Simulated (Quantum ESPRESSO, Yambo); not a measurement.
# Quasiparticle gap of RbBr (Fm-3m) in Yambo, part 2 of 2

Wanted: ground state, empty states, screening and self-energy for RbBr (Fm-3m).

Quantum ESPRESSO 7.5 and Yambo 5.3.0; PBE and many-body steps on it, plane waves. Known limits of the many-body steps: not at the basis limit.

So far. Step 2 (Ground state): The gap is direct, at Γ. Step 3 (Bands along the symmetry lines): The gap is 4.203 eV, as in the run before at this level.

The database entry behind the starting cell differs from later determinations by our own check (about 0.5 % short), so it need not match the best structure at ambient conditions.

**4. Empty states on the mesh, 4×4×4 mesh, 298 bands**

Level of this step: DFT, PBE with spin-orbit coupling, plane waves, norm-conserving pseudopotentials (Quantum ESPRESSO).

The sums over transitions need many empty states on a uniform mesh; this step solves for them.

File pw.in:

```
&control
  calculation = 'nscf'
  prefix = 'x'
  outdir = 'o'
  pseudo_dir = 'pseudo'
/
&system
  ibrav = 0
  nat = 2
  ntyp = 2
  ecutwfc = 76.0
  nbnd = 298
  force_symmorphic = .true.
  noncolin = .true.
  lspinorb = .true.
/
&electrons
  conv_thr = 1e-9
  electron_maxstep = 80
  diago_full_acc = .true.
  diago_thr_init = 5e-6
/
ATOMIC_SPECIES
  Rb 85.468 Rb.upf
  Br 79.904 Br.upf
CELL_PARAMETERS angstrom
  0.0000000000 3.4270000000 3.4270000000
  3.4270000000 0.0000000000 3.4270000000
  3.4270000000 3.4270000000 -0.0000000000
ATOMIC_POSITIONS crystal
  Rb 0.0000000000 0.0000000000 0.0000000000
  Br 0.5000000000 0.5000000000 0.5000000000
K_POINTS automatic
  4 4 4 0 0 0
```

The run is started by

```sh
> OMP_NUM_THREADS=1 mpirun -n 4 pw.x -nk 4 -in pw.in > pw.out
```

The program printed:

```text
[banner, memory and clock lines left out]
Program PWSCF v.7.5 starts

     Atomic positions and unit cell read from directory:
     o/x.save/

     Message from routine setup:
     using ibrav=0 with symmetry is DISCOURAGED, use correct ibrav instead

     G-vector sticks info

     bravais-lattice index     =            0
     lattice parameter (alat)  =       9.1586  a.u.
     unit-cell volume          =     543.2114 (a.u.)^3
     number of atoms/cell      =            2
     number of atomic types    =            2
     number of electrons       =        26.00
     number of Kohn-Sham states=          298
     kinetic-energy cutoff     =      76.0000  Ry
     charge density cutoff     =     304.0000  Ry
     Exchange-correlation= PBE
                           (   1   4   3   4   0   0   0)
     Non magnetic calculation with spin-orbit

     celldm(1)=   9.158576  celldm(2)=   0.000000  celldm(3)=   0.000000
     celldm(4)=   0.000000  celldm(5)=   0.000000  celldm(6)=   0.000000

     crystal axes: (cart. coord. in units of alat)
               a(1) = (   0.000000   0.707107   0.707107 )
               a(2) = (   0.707107   0.000000   0.707107 )
               a(3) = (   0.707107   0.707107  -0.000000 )

     reciprocal axes: (cart. coord. in units 2 pi/alat)
               b(1) = ( -0.707107  0.707107  0.707107 )
               b(2) = (  0.707107 -0.707107  0.707107 )
               b(3) = (  0.707107  0.707107 -0.707107 )
     Pseudo is Norm-conserving + core correction, Zval =  9.0
     Generated using ONCVPSP code by D. R. Hamann
     Using radial grid of 2308 points, 10 beta functions with:
     Pseudo is Norm-conserving + core correction, Zval = 17.0
     Generated using ONCVPSP code by D. R. Hamann
     Using radial grid of 1110 points, 10 beta functions with:
     Rb                9.00    85.46800     Rb( 1.00)
     Br               17.00    79.90400     Br( 1.00)

     48 Sym. Ops., with inversion, found

   Cartesian axes

     site n.     atom                  positions (alat units)
         1        Rb     tau(   1) = (   0.0000000   0.0000000   0.0000000  )
         2        Br     tau(   2) = (   0.7071068   0.7071068   0.7071068  )

     number of k points=     8
                       cart. coord. in units 2pi/alat
        k(    1) = (   0.0000000   0.0000000   0.0000000), wk =   0.0156250
        k(    2) = (   0.1767767   0.1767767  -0.1767767), wk =   0.1250000
        k(    3) = (  -0.3535534  -0.3535534   0.3535534), wk =   0.0625000
[...]
k(    7) = (  -0.7071068   0.0000000   0.0000000), wk =   0.0468750
        k(    8) = (  -0.7071068   0.3535534   0.0000000), wk =   0.0937500

     Dense  grid:    48671 G-vectors     FFT dimensions: (  54,  54,  54)

     The potential is recalculated from file :
     o/x.save/charge-density

     Starting wfcs are   28 randomized atomic wfcs +  270 random wfcs

     Band Structure Calculation

     End of band structure calculation

          k = 0.0000 0.0000 0.0000 (  5985 PWs)   bands (ev):

   -56.5973 -56.5973 -56.5973 -56.5973 -55.5130 -55.5130 -55.5130 -55.5130
   -55.5118 -55.5118 -22.2747 -22.2747 -10.0445 -10.0445  -6.9495  -6.9495
    -6.0725  -6.0725  -6.0725  -6.0725   1.7990   1.7990   2.2964   2.2964
[...]
[... 26 further rows ...]
[...]
80.6301  80.6301

          k = 0.1768 0.1768-0.1768 (  6072 PWs)   bands (ev):

[...]
[... 26 further rows ...]
[...]
80.3937  80.3937

          k =-0.3536-0.3536 0.3536 (  6116 PWs)   bands (ev):

[...]
25.1723  25.1723  27.0861  27.0861  27.6030  27.6030  29.4571  29.4571
     [... 26 further rows ...]
    78.7447  78.7447  79.2168  79.2168  79.2466  79.2466  80.0211  80.0211
    80.7659  80.7659

          k = 0.3536 0.0000 0.0000 (  6102 PWs)   bands (ev):

     [... further k-points ...]

     highest occupied, lowest unoccupied level (ev):     2.2964    6.4990

     XML data file, pseudopotentials, collected wavefunctions
```

Elapsed: 1.8 min, on 4 MPI ranks of Arm Neoverse V1, shared host; peak memory 1.5 GiB.

This step gave:

| Property | Result |
| --- | --- |
| gap | 4.203 eV |
| k of the valence top | 0, 0, 0 |
| k of the conduction bottom | 0, 0, 0 |
| least direct gap | 4.203 eV |
| k points computed | 8 |
| lowest point of the top converged band, above the valence top | 78.0973 eV |

On this mesh the gap is 4.203 eV.

**5. Conversion and set-up**

This step: Yambo 5.3.0; conversion and set-up on PBE with spin-orbit coupling, plane waves, norm-conserving pseudopotentials.

The states are converted to the many-body program's format and the q mesh is built.

The run is started by

```sh
> (cd o/x.save; p2y > p2y.log; mv SAVE ../..); yambo > setup.log
```

The program printed:

```text
 Yambo, version 5.3.0

 [02] CORE Variables Setup
 =========================

  [02.01] Unit cells
  ==================

  Cell kind             :  FCC
  Atoms in the cell     :  Rb  Br
  number of Rb atoms    :  1
  number of Br atoms    :  1

  List of atomic masses
  Mass of Rb    :  85.46800
  Mass of Br    :  79.90400

  List of atomic coordinates    : [cc]
  Rb1       :  0.000000  0.000000  0.000000  order 1
  Br1       :  6.476091  6.476091  6.476091  order 2

  Alat factors          :  6.476091  6.476091  6.476091 [a.u.]
  Direct lattice volume :  543.2114 [a.u.]
  Direct lattice vectors:  A[ 1 ]  A[ 2 ]  A[ 3 ]
   A[ 1 ]:  0.000000  1.000000  1.000000  [iru]
   0.000000  6.476091  6.476091  [cc]
   A[ 2 ]:  1.000000  0.000000  1.000000  [iru]
   6.476091  0.000000  6.476091  [cc]
   A[ 3 ]:  1.000000  1.000000 -0.000000  [iru]
   6.476091  6.476091 -0.000000  [cc]

  Recip. lattice volume :  0.456637 [a.u.]
  Recip. lattice vectors:  B[ 1 ]  B[ 2 ]  B[ 3 ]
   B[ 1 ]: -0.500000  0.500000  0.500000  [iku]
  -0.485106  0.485106  0.485106  [cc]
   B[ 2 ]:  0.500000 -0.500000  0.500000  [iku]
   0.485106 -0.485106  0.485106  [cc]
   B[ 3 ]:  0.500000  0.500000 -0.500000  [iku]
   0.485106  0.485106 -0.485106  [cc]

  [02.02] Symmetries
  ==================

  Inversion symmetry    : yes
  Spatial inversion     : yes
  Inversion index       :  25
  K-space Time-reversal : no
  Magnetic symmetries   : no
  Group table correct   : yes
  Symmetries units      :  [cc]

   [S  1]:   1.0000      0.27213E-16  0.27213E-16  0.27213E-16   1.0000     -0.27213E-16 -0.27213E-16 -0.27213E-16   1.0000
   [S  2]:  -1.0000     -0.27213E-16  0.27213E-16 -0.27213E-16  -1.0000     -0.27213E-16  0.27213E-16  0.27213E-16   1.0000
   [S  3]:  -1.0000      0.27213E-16 -0.27213E-16 -0.27213E-16   1.0000      0.27213E-16  0.27213E-16 -0.27213E-16  -1.0000
[...]
[... 36 further rows ...]
   [S 47]:  0.27213E-16   1.0000     -0.27213E-16 -0.27213E-16  0.27213E-16  -1.0000       1.0000     -0.27213E-16  0.27213E-16
   [S 48]:  0.27213E-16  -1.0000      0.27213E-16 -0.27213E-16 -0.27213E-16   1.0000       1.0000      0.27213E-16 -0.27213E-16

  [02.03] Reciprocal space
  ========================

  nG shells         :   433
  nG charge         :   48671
  nG WFs            :   7290
  nC WFs            :   6116
  G-vecs. in first 43 shells:  [ Number ]
     1    9   15   27   51   59   65   89  113
    137   169   181   229   259   283   307   331   339
    387   411   459   531   537   561   609   645   701
[...]
1139  1211  1243  1291  1363  1411  1459
  ...
  Shell energy in first 43 shells:  [ mHa ]
[...]
6000.87      6118.53      6589.19      6942.18      7530.50      7883.49      8001.16      8471.81      8824.80
[...]
K/Q-points units:
  rlu = crystal or reduced units; cc = cartesian coordinates; iku = interal k-units

  K [1]          [rlu]:  0.000000  0.000000  0.000000
         WF components:   5985
  K [2]          [rlu]: -0.81030E-17 -0.81030E-17  0.25000
         WF components:   6072
  K [3]          [rlu]:  0.16206E-16  0.16206E-16 -0.50000
         WF components:   6116
  K [4]          [rlu]:  0.32852E-17  0.25000      0.25000
         WF components:   6102
  K [5]          [rlu]:  0.23457E-16  0.25000     -0.50000
         WF components:   6070
  [... 2 further k-points ...]
  K [8]          [rlu]:  0.250000 -0.500000 -0.250000
         WF components:   6032

  [02.05] Energies & Occupations
  ==============================

  [X] === General ===
  [X] Electronic Temperature                        :  0.000000  0.000000 [eV K]
  [X] Bosonic    Temperature                        :  0.000000  0.000000 [eV K]
  [X] Finite Temperature mode                       : no
  [X] El. density                                   :  0.32300E+24 [cm-3]
  [X] Fermi Level                                   :  2.296350 [eV]

  [X] === Gaps and Widths ===
  [X] Conduction Band Min                           :  4.202635 [eV]
  [X] Valence Band Max                              :  0.000000 [eV]
  [X] Filled Bands                                  :  26
  [X] Empty Bands                                   :   27  298
  [X] Direct Gap                                    :  4.202635 [eV]
  [X] Direct Gap localized at k                     :  1
  [X] Indirect Gap                                  :  4.202635 [eV]
  [X] Indirect Gap between kpts                     :  1  1
  [X] Last valence band width                       :  0.390150 [eV]
  [X] 1st conduction band width                     :  2.703613 [eV]

  E @ K [1]:  [eV]
  -58.89363 -58.89363 -58.89363 -58.89363 -57.80934 -57.80934 -57.80934 -57.80934
  -57.80816 -57.80816 -24.57100 -24.57100 -12.34090 -12.34090  -9.24589  -9.24589
   -8.3689      -8.3689      -8.3689      -8.3689     -0.49737     -0.49737     -0.47449E-09 -0.38245E-09
[...]
occ @ K [1]
[...]
E @ K [2]:  [eV]
[...]
occ @ K [2]
[...]
E @ K [3]:  [eV]
[...]
occ @ K [3]
[...]
E @ K [4]:  [eV]
[...]
occ @ K [4]
[...]
E @ K [5]:  [eV]
[...]
occ @ K [5]
[...]
[... 2 further k-points ...]
  E @ K [8]:  [eV]
[...]
occ @ K [8]
[...]
0.000000  0.000000  0.000000  0.000000  0.000000  0.000000  0.000000  0.000000
   0.000000  0.000000  0.000000  0.000000  0.000000  0.000000  0.000000  0.000000

 [03] Transferred momenta grid and indexing
 ==========================================

 IBZ Q-points                                      :   8
 BZ  Q-points                                      :   64

 K/Q-points units:
 rlu = crystal or reduced units; cc = cartesian coordinates; iku = interal k-units

 Q [1]          [rlu]:  0.000000  0.000000  0.000000
 Q [2]          [rlu]:  0.20505E-16 -0.72508E-17  0.25000
 Q [3]          [rlu]: -0.41010E-16  0.14502E-16 -0.50000
[...]
Q [7]          [rlu]: -0.63786E-16 -0.50000     -0.50000
 Q [8]          [rlu]:  0.250000 -0.500000 -0.250000

  [03.01] X indexes
  =================

   [03.01.01] Sigma indexes
   ========================

 [06] Game Over & Game summary
```

Elapsed: 4.2 s, on 1 MPI rank; peak memory 0.26 GiB.

**6. Screening and self-energy, 4×4×4 mesh, 298 bands, screening to 156.5 eV**

G0W0 replaces the xc potential by the self-energy, built once from these orbitals. Only a window of levels is corrected, while the sums run over the empty bands that the input names.

This step: G0W0 on PBE with spin-orbit coupling, plane waves, norm-conserving pseudopotentials.

File gw4.in:

```
HF_and_locXC
gw0
dyson
ppa
em1d
rim_cut
RandQpts= 1000000
RandGvec= 1 RL
EXXRLvcs= 76 Ry
VXCRLvcs= 304 Ry
Chimod= "HARTREE"
% BndsRnXp
 1 | 298 |
%
NGsBlkXp= 11.5 Ry
% LongDrXp
 1 | 1 | 1 |
%
% GbndRnge
 1 | 298 |
%
DysSolver= "n"
ExtendOut
PPAPntXp= 27.21138 eV
% QPkrange
 1 | 1 | 23 | 30 |
%
```

The run is started by

```sh
> OMP_NUM_THREADS=2 mpirun -n 2 yambo -F gw4.in -J gw4 -C gw4 > gw4.log
```

The program printed:

```text
 Yambo, version 5.3.0

 [02] CORE Variables Setup
 =========================

  [... cell, symmetries and grids as in the set-up ...]

  [02.05] Energies & Occupations
  ==============================

  [X] === General ===
  [X] Electronic Temperature                        :  0.000000  0.000000 [eV K]
  [X] Bosonic    Temperature                        :  0.000000  0.000000 [eV K]
  [X] Finite Temperature mode                       : no
  [X] El. density                                   :  0.32300E+24 [cm-3]
  [X] Fermi Level                                   :  2.296350 [eV]

  [X] === Gaps and Widths ===
  [X] Conduction Band Min                           :  4.202635 [eV]
  [X] Valence Band Max                              :  0.000000 [eV]
  [X] Filled Bands                                  :  26
  [X] Empty Bands                                   :   27  298
  [X] Direct Gap                                    :  4.202635 [eV]
  [X] Direct Gap localized at k                     :  1
  [X] Indirect Gap                                  :  4.202635 [eV]
  [X] Indirect Gap between kpts                     :  1  1
  [X] Last valence band width                       :  0.390150 [eV]
  [X] 1st conduction band width                     :  2.703613 [eV]

 [03] Transferred momenta grid and indexing
 ==========================================

 IBZ Q-points                                      :   8
 BZ  Q-points                                      :   64

 K/Q-points units:
 rlu = crystal or reduced units; cc = cartesian coordinates; iku = interal k-units

 Q [1]          [rlu]:  0.000000  0.000000  0.000000
 Q [2]          [rlu]:  0.20505E-16 -0.72508E-17  0.25000
 Q [3]          [rlu]: -0.41010E-16  0.14502E-16 -0.50000
 Q [4]          [rlu]:  0.31893E-16  0.25000      0.25000
 Q [5]          [rlu]:  0.34809E-16  0.25000      0.50000
 Q [6]          [rlu]:  0.99473E-16  0.25000     -0.25000
 Q [7]          [rlu]: -0.63786E-16 -0.50000     -0.50000
 Q [8]          [rlu]:  0.250000 -0.500000 -0.250000

 [04] Coloumb potential Random Integration (RIM)
 ===============================================

  [04.01] RIM initialization
  ==========================

  * Diagonal components only detected *

  8 x (sBL volume)        :  0.057080 [a.u.]
  sBZ random points       :  1000000
  Points outside the sBZ  :   7968281
  RL volume               :  0.456637 [a.u.]
  Integrated volume       :  0.458454 [a.u.]

  [04.02] RIM integrals
  =====================

  Gamma point sphere radius             :  0.069841 [a.u.]
  Points outside the sphere             :   800476
  [Int_sBZ(q=0) 1/q^2]*(Vol_sBZ)^(-1/3) =:  7.776341
                                 should be <:  7.795600

  Summary of Coulomb integrals for non-metallic bands |Q|[au] RIM/Bare

  Q [1] 0.100000E-4 0.997530 * Q [2] 0.210057 1.069186
  Q [4] 0.242553 1.068537 * Q [6] 0.343022 1.029949
  Q [5] 0.402229 1.023412 * Q [3] 0.420114 1.020404
  Q [7] 0.485106 1.016961 * Q [8] 0.542365 1.013888

 [05] Dipoles
 ============

  [05.01] Setup: observables and procedures
  =========================================

  [WARNING] [x,Vnl] slows the Dipoles computation. To neglect it rename the ns.kb_pp file

 [06] Dynamic Dielectric Matrix (PPA)
 ====================================

 [WR./gw4//ndb.pp]---------------------------------------------------------------
  Brillouin Zone Q/K grids (IBZ/BZ)                :    8   64    8   64
  RL vectors                                       :   7343 [WF]
  Coulomb cutoff potential                         : none
  Electronic Temperature                           :  0.000000 [K]
  Bosonic    Temperature                           :  0.000000 [K]
  PPA    diel. fun.  energies                      : Perdew, Burke & Ernzerhof(X)+Perdew, Burke & Ernzerhof(C)
  wavefunctions                                    : Perdew, Burke & Ernzerhof(X)+Perdew, Burke & Ernzerhof(C)
  Global Gauge                                     : length
  X matrix size                                    :   387
  X band range                                     :    1  298
  X e/h energy range                               : -1.000000 -1.000000 [eV]
  X Time ordering                                  : R
  X Hxc Kernel                                     : HARTREE
  X Drude frequency                                :  0.000000  0.000000
  X poles                                          :  100.0000 [o/o]
  RL vectors in the sum                            :   7343
  [r,Vnl] included                                 : yes
  Field direction                                  :  0.577350E-5  0.577350E-5  0.577350E-5
  BZ energy Double Grid                            : no
  BZ energy DbGd points                            : 0
  BZ Q point size factor                           : -1.000000
  X Optical Averaged directions                    : none

 [07] Local Exchange-Correlation + Non-Local Fock
 ================================================

 [VXC] Plane waves :   48671
 [EXS] Plane waves :   6081

 QP @ state[ 1 ] K range:  1  1
 QP @ state[ 1 ] b range:  23  30

 [xc] Functional : Perdew, Burke & Ernzerhof(X)+Perdew, Burke & Ernzerhof(C)
 [xc] LIBXC used to calculate xc functional
  PP Number of Atomic Species                      :  2
  NLCC RL compoments                               :   48671
  PP Number of Atomic Species                      :  2
  NLCC RL compoments                               :   48671

 [xc] E_xc :  -16.27362 [Ha]
      E_xc :  -32.54724 [Ry]

  Local XC kind (lXC) : Perdew, Burke & Ernzerhof(X)+Perdew, Burke & Ernzerhof(C)
  Non-Local XC kind (nlXC) : Hartree-Fock

  Corrections @ K [1] :  [eV]
 <23|nlXC|23> = -19.23346 -0.23742E-17 <23|lXC|23> = -14.13067  0.40672E-09
 <24|nlXC|24> = -19.23347  0.65583E-17 <24|lXC|24> = -14.13067  0.42530E-09
 <25|nlXC|25> = -19.23353 -0.16468E-17 <25|lXC|25> = -14.13067 -0.33342E-09
 <26|nlXC|26> = -19.23352 -0.13513E-16 <26|lXC|26> = -14.13067 -0.75269E-09
 <27|nlXC|27> = -3.644574  0.19973E-17 <27|lXC|27> = -6.944683  0.120272E-8
 <28|nlXC|28> = -3.644574 -0.30683E-18 <28|lXC|28> = -6.944683 -0.202980E-8
 <29|nlXC|29> = -3.248216  0.18366E-18 <29|lXC|29> = -7.451282 -0.19979E-09
 <30|nlXC|30> = -3.248344  0.75931E-19 <30|lXC|30> = -7.451282  0.212193E-8

 [08] Dyson equation: Newton solver
 ==================================

  [08.01] G0W0 (W PPA)
  ====================

  [  GW  ] Bands range     :    1  298
  [GW/PPA] G damping       :  0.100000 [eV]

  QP @ state[ 1 ] K range:  1  1
  QP @ state[ 1 ] b range:  23  30

   Sc/G bands                                       :    1  298
   Sc/G damping                                     :  0.100000 ev
   Sc bands terminator                              : no
   Sx RL components                                 :   6081

   QP @ state[ 1 ] K range                          :  1  1
   QP @ state[ 1 ] b range                          :  23  30
   GF energies kind                                 : Perdew, Burke & Ernzerhof(X)+Perdew, Burke & Ernzerhof(C)
   GF WF`s kind                                     : Perdew, Burke & Ernzerhof(X)+Perdew, Burke & Ernzerhof(C)
   Xs energies kind                                 : Perdew, Burke & Ernzerhof(X)+Perdew, Burke & Ernzerhof(C)
   Xs WF`s kind                                     : Perdew, Burke & Ernzerhof(X)+Perdew, Burke & Ernzerhof(C)

 [11] Game Over & Game summary
```

Run time: 17 min. Hardware: 2 MPI ranks; peak memory 2.1 GiB; 59 min of CPU time.

Numbers from this step:

```yaml
g0w0_gap_on_the_points_computed: 7.346 eV
starting_gap_on_the_mesh: 4.203 eV
k_of_the_valence_top: 0, 0, 0
k_of_the_conduction_bottom: 0, 0, 0
least_direct_g0w0_gap_on_the_computed_points: 7.346 eV
z_at_the_valence_top: 0.8271
z_at_the_conduction_bottom: 0.8765
```

The gap on the mesh goes from 4.20 eV to 7.35 eV, a correction of +3.14 eV.

Limits: finite bands, cutoff and mesh. v1 is the top filled band, c1 the lowest empty one. Levels before and after the correction, in eV, zero at the valence-band top of each column:

|  | conduction bottom | valence top |
| --- | --- | --- |
| Kohn-Sham | 4.20 | 0.00 |
| G0W0 | 7.35 | 0.00 |

|  | level | energy (eV) |
| --- | --- | --- |
| Kohn-Sham | Γ v4-v1 | 0.000 |
| Kohn-Sham | Γ c1-c2 | 4.203 |
| Kohn-Sham | Γ c3-c4 | 7.118 |
| G0W0 | Γ v4-v1 | 0.000 |
| G0W0 | Γ c1-c2 | 7.346 |
| G0W0 | Γ c3-c4 | 10.903 |

**7. Where the time went**

Times are wall times on the hardware named with each run, good to a factor of about two.

| step | time | share | memory (GiB) |
| --- | --- | --- | --- |
| ground state | 51 s | 4 % | 0.69 |
| bands along the symmetry lines | 54 s | 4 % | 0.46 |
| empty states on the mesh | 1.8 min | 8 % | 1.5 |
| conversion and set-up | 4.2 s | 0 % | 0.26 |
| screening and self-energy | 17 min | 83 % | 2.1 |

**8. Outcome**

```
PBE gap              : 4.20 eV, direct
G0W0 gap on the mesh : 7.35 eV
GW settings          : 4×4×4 mesh, 298 bands, screening to 156.5 eV, Godby-Needs plasmon pole
known limits         : not at the basis limit
```

**Reading.** G0W0 moves the gap on the mesh from 4.20 eV to 7.35 eV (+3.14 eV), with Z of 0.83 and 0.88 at the edges. Only 1 of the mesh's irreducible points was corrected, so a valley elsewhere could overtake. The dearest step here is «screening and self-energy». Bands and cutoff are finite, so the gap is not at the basis limit. The miss can reach some tenths of an eV and take either sign; the mesh is an error of its own. In the G0W0 run levels were corrected at 1 k point alone, so a gap called «on the mesh» is the least over those, and an edge elsewhere would be missed.

[Paths, hosts, dates, memory and timing lines, banners, echoed tables and standing remarks are left out of the program output.]

[Logs are printed without paths, hosts, clocks, repeated set-up lines and the standing remarks that a program may print on its own settings, such as how far it seeks lower states.]

[Runs of the session that timed out or met a known fault of the program may be left out.]

[Hosts, paths, dates, database ids (printed as entryN), source tags and the programs' standing remarks are cut or masked in the printed files.]
